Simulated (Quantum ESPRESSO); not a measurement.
## GaN in Quantum ESPRESSO: the effect of functional

Crystal: GaN.

```
CELL_PARAMETERS angstrom
0.00000 2.25350 2.25350
2.25350 0.00000 2.25350
2.25350 2.25350 0.00000
ATOMIC_POSITIONS crystal
Ga 0.00000 0.00000 0.00000
N 0.25000 0.25000 0.25000
```

The cell is a database's computed one.

Alike in all runs:

```yaml
Program: Quantum ESPRESSO 7.5
Task: band structure
Potentials_or_basis: SG15 PBE 1.2
Cutoff: 1197 eV
Density_cutoff: 4789 eV
k_mesh: 8 × 8 × 8
Occupations: fermi-dirac, width 0.05 eV
Spin: no spin polarisation
```

```csv
functional,gap on the mesh (eV),pressure (GPa)
r2SCAN,1.87,-3.3
SCAN,1.79,-2.2
TASK,?,?
```

What does the run with functional TASK give?

gap on the mesh 2.21 eV; pressure 2.4 GPa.

Caveats: the potentials were made for another functional, which shifts forces and pressure.

Runs at the PBE level aren't shown here.
